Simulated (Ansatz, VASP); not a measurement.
Two plane-wave programs on GaAs

File POSCAR:

```
GaAs
1.0
    0.0000000000      2.7753670225      2.7753670225
    2.7753670225      0.0000000000      2.7753670225
    2.7753670225      2.7753670225      0.0000000000
Ga As
1 1
Direct
    0.0000000000      0.0000000000      0.0000000000
    0.2500000000      0.2500000000      0.2500000000
```

The input INCAR.step1:

```
SYSTEM = GaAs
PREC     = Accurate       ! precision mode
ENCUT    = 520            ! plane-wave cutoff, eV
ISMEAR   = 0              ! smearing method
SIGMA    = 0.02           ! smearing width, eV
LREAL    = .FALSE.        ! projectors in reciprocal space
LASPH    = .TRUE.         ! aspherical terms in the spheres
NELM     = 80             ! most SCF steps
NBANDS   = 16             ! bands
GGA      = PE             ! functional
ALGO     = Normal         ! electronic algorithm
EDIFF    = 1E-4           ! SCF threshold, eV
LWAVE    = .TRUE.         ! write WAVECAR
LCHARG   = .FALSE.        ! write CHGCAR
```

File INCAR.step2:

```
SYSTEM = GaAs
PREC     = Accurate       ! precision mode
ENCUT    = 520            ! plane-wave cutoff, eV
EDIFF    = 1E-7           ! SCF threshold, eV
ISMEAR   = 0              ! smearing method
SIGMA    = 0.02           ! smearing width, eV
LREAL    = .FALSE.        ! projectors in reciprocal space
LASPH    = .TRUE.         ! aspherical terms in the spheres
NELM     = 80             ! most SCF steps
ALGO     = Normal         ! electronic algorithm
ISIF     = 2              ! what is computed and relaxed
LWAVE    = .FALSE.        ! write WAVECAR
LCHARG   = .FALSE.        ! write CHGCAR
METAGGA  = R2SCAN         ! meta-GGA
LMIXTAU  = .TRUE.       
NBANDS   = 16             ! bands
ISTART   = 1
```

Contents of KPOINTS:

```
Automatic mesh
0
G
  8 8 8
  0 0 0
```

Input for Ansatz:

```yaml
crystal:
  lattice:
    - [0.0, 2.7753670225, 2.7753670225]
    - [2.7753670225, 0.0, 2.7753670225]
    - [2.7753670225, 2.7753670225, 0.0]
  atoms:
    - { symbol: Ga, position: [0.0, 0.0, 0.0] }
    - { symbol: As, position: [0.25, 0.25, 0.25] }
basis:
  ecutwfc: 500
kpoints:
  mp_grid: { grid: [8, 8, 8] }
hamiltonian:
  xc: r2scan
scf:
  occupations: { method: gaussian, width: 0.02 }
output:
  forces: true
  stress: true
  eigenvalues: true
```

Alike in both runs: task single point; functional r2SCAN; k mesh 8 × 8 × 8; occupations gaussian, width 0.02 eV; no spin polarisation.

```csv
,VASP,Ansatz
version,VASP 6.6.1,Ansatz 0.2.0
potentials or method,"VASP PAW PBE potentials, release 64 (Ga_d, As)","scalar-relativistic, plane waves, PAW"
plane-wave cutoff (eV),520,500
valence electrons in the cell,18,28
```

```tsv
	VASP	Ansatz	Ansatz less VASP
gap on the k mesh at the Fermi level (eV)	1.45	1.47	+0.020
least direct gap on the mesh (eV)	1.45	1.47	+0.020
pressure (GPa)	5.3	5.2	-0.15
```

With one functional, cell and mesh, what is left measures potentials, basis and numerics. The two sets of potentials don't hold the same shells in valence.

Caveats: the PAW data sets were made with another functional, which shifts forces and pressure a little (VASP). A k mesh can miss the band edges. r2SCAN opens gaps a little over a GGA but as a rule still falls short of measured ones.
